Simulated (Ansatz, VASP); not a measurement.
# Zn16HO16 (bond-centred H+ along c in ZnO): VASP beside Ansatz

Aim: how closely do two programs agree when they are given the same cell, functional and k mesh? The cell is taken from a series of runs on this material, whose earlier steps may have relaxed, scaled, displaced or heated it; both programs get it as it stands.

Calculated with Ansatz 0.2.0; plane waves, with VASP 6.6.1 beside it; single point at HSE06.

## 1. The structure

The cell holds 33 atoms: 16 Zn, 16 O and 1 H. Cell: a = 6.559 Å, b = 6.559 Å, c = 10.587 Å, α = 90.0°, β = 90.0°, γ = 120.0°. It derives from ZnO (ZnO (P6_3mc)). Nearest the centre at fractional (0.667, 0.333, 0.368): H33 at 0.21 Å, O26 at 1.04 Å, Zn9 at 2.10 Å, Zn12 at 2.50 Å, Zn16 at 2.50 Å, Zn4 at 2.50 Å, O29 at 2.75 Å, O17 at 2.75 Å. The cell carries charge +1.

## 2. VASP: single point, HSE06

With cell and atoms fixed, the geometry can't cause a difference; cores, projectors, grids and the points listed under the comparison can.

Lines of VASP's logs that name or quote its potential files are left out, and so is its time.

The run reads the wave functions of an earlier VASP run, which isn't shown here.

Input file INCAR:

```
SYSTEM = Zn16HO16
PREC = Accurate
ENCUT = 520
EDIFF = 1E-06
NELM = 100
ISMEAR = -1
SIGMA = 0.01
LREAL = Auto
ALGO = Normal
LHFCALC = .TRUE.
AEXX = 0.25
GGA = PE
HFSCREEN = 0.208
LASPH = .TRUE.
NELECT = 288
NBANDS = 167
PRECFOCK = Fast
LORBIT = 11
LWAVE = .FALSE.
LCHARG = .FALSE.
ISIF = 2
```

Input file POSCAR:

```
Zn16HO16
1.0
    6.5590399409      0.0000000000      0.0000000000
   -3.2795199705      5.6802952133      0.0000000000
    0.0000000000      0.0000000000     10.5865021122
Zn O H
16 16 1
Direct
    0.1662286344      0.3325417713      0.2509164855
    0.3162044722      0.1580671842      0.9926836674
    0.1695924243      0.3393932066      0.7500102153
    0.3148721462      0.1574237212      0.5105722283
    0.1662162732      0.8336013829      0.2509243839
    0.3332193108      0.6665727090      0.0047677299
    0.1696008818      0.8301546867      0.7500235973
    0.3331800425      0.6665717630      0.4977075840
    0.6666411340      0.3332452718      0.1702632931
    0.8417553045      0.1580391861      0.9926449497
    0.6665259593      0.3332409554      0.7579564525
    0.8422668442      0.1574773974      0.5105031973
    0.6672571784      0.8335822800      0.2509092202
    0.8417389223      0.6836199205      0.9926618638
    0.6603859781      0.8301767856      0.7499962472
    0.8422938004      0.6848171979      0.5105369632
    0.3278754745      0.1638941621      0.1831000268
    0.1646292786      0.3294893987      0.4390524984
    0.3347981306      0.1673727630      0.6955516900
    0.1690536728      0.3382044513      0.9358886831
    0.3332179647      0.6665745970      0.1923645254
    0.1646350366      0.8351096584      0.4390614397
    0.3331950855      0.6665749459      0.6834058856
    0.1690401887      0.8307703341      0.9359029984
    0.8359834091      0.1638313383      0.1830437715
    0.6664355741      0.3332393694      0.4666697603
    0.8323792470      0.1673961931      0.6955002916
    0.6665721549      0.3332420305      0.9554478243
    0.8359525665      0.6720069298      0.1830698960
    0.6702644953      0.8351199686      0.4390455782
    0.8323884574      0.6649529360      0.6955257758
    0.6615804176      0.8307481281      0.9358739490
    0.6661356869      0.3332316270      0.3489811042
```

Input file KPOINTS:

```
Automatic mesh
0
Gamma
1 1 1
0 0 0
```

Potentials, in the order of the species: Zn, O and H (PBE family, release 64).

Launch:

```sh
export OMP_NUM_THREADS=3
mpirun -np 1 vasp_gam
```

Numbers of over 12 decimals in the logs are rounded to 6 here.

Log:

```text
[banner, memory and clock lines left out]
running    1 mpi-ranks, on    1 nodes
[...]
Offloading initialized ...    1 GPUs detected
[...]
LDA part: xc-table for (Slater+PW92), standard interpolation
 found WAVECAR, reading the header
 POSCAR, INCAR and KPOINTS ok, starting setup
[...]
reading WAVECAR
 the WAVECAR file was read successfully
 initial charge from wavefunction
 entering main loop
       N       E                     dE             d eps       ncg     rms          rms(c)
DAV:   1    -0.182230307177E+03   -0.18223E+03   -0.11534E+01   420   0.432E+01    0.683E+00
DAV:   2    -0.182153596430E+03    0.76711E-01   -0.51482E+00   412   0.155E+01    0.223E+00
DAV:   3    -0.182175815871E+03   -0.22219E-01   -0.51619E-01   452   0.462E+00    0.124E+00
DAV:   4    -0.182179786771E+03   -0.39709E-02   -0.79640E-02   372   0.110E+00    0.701E-01
[...]
DAV:  11    -0.182176121750E+03    0.25137E-05   -0.13388E-05   380   0.169E-02    0.193E-02
DAV:  12    -0.182176119818E+03    0.19329E-05   -0.81909E-07   220   0.140E-02    0.116E-02
DAV:  13    -0.182176119111E+03    0.70707E-06   -0.36984E-06   332   0.883E-03
   1 F= -.18217612E+03 E0= -.18217612E+03  d E =-.906960E-14
```

OUTCAR, selected parts (step 2):

```text
  Total       -2.8850634     -2.8958761    -17.9990121     -0.0065179     -0.0005339     -0.0272194
  in kB      -11.7193161    -11.7632379    -73.1131641     -0.0264761     -0.0021686     -0.1105668
  external PRESSURE =     -32.1985727 kB  Pullay stress =       0.0000000 kB

 POSITION                                       TOTAL-FORCE (eV/Angst)
 -----------------------------------------------------------------------------------
     -0.00028      1.88894      2.65633        -0.000533      0.032235      0.102014
      1.55561      0.89787     10.50905        -0.013154     -0.007505     -0.044813
     -0.00068      1.92785      7.93998         0.000067     -0.000826     -0.048462
      1.54898      0.89421      5.40517         0.099954      0.057756     -0.119826
     -1.64359      4.73510      2.65641         0.028038     -0.016395      0.101980
     -0.00044      3.78633      0.05047         0.000135      0.000211      0.006451
     -1.61009      4.71552      7.94013        -0.000614      0.000396     -0.048581
     -0.00069      3.78632      5.26898         0.000191      0.000127     -0.037662
      3.27964      1.89293      1.80249         0.001127      0.000158     -0.179243
      5.00281      0.89771     10.50864         0.013012     -0.007735     -0.044241
      3.27890      1.89291      8.02411         0.000052      0.000017     -0.037640
      5.00801      0.89452      5.40444        -0.099496      0.057160     -0.119180
      1.64282      4.73499      2.65625        -0.028051     -0.015800      0.101880
      3.27905      3.88316     10.50882        -0.000030      0.014972     -0.044214
[...]
-----------------------------------------------------------------------------------
    total drift:                                0.000119      0.001303      0.004901

  FREE ENERGIE OF THE ION-ELECTRON SYSTEM (eV)
  ---------------------------------------------------
  free  energy   TOTEN  =      -182.1761191105 eV

  energy  without entropy=     -182.1761191105  energy(sigma->0) =     -182.17611911

[... 3 further parts left out ...]
[key lines of the parts left out:]
E-fermi :   0.1038
```

The run ends at a pressure of -3.22 GPa, with forces up to 5.9 eV/Å.

(Continued in part 2 of 2.)

[Lines on the potential files, build, host, timing and source positions are cut from VASP's logs without a mark.]

[Logs are printed without paths, hosts, clocks, repeated set-up lines and the standing remarks that a program may print on its own settings, such as how far it seeks lower states.]

[Hosts, paths, dates, database ids (printed as entryN), source tags and the programs' standing remarks are cut or masked in the printed files.]
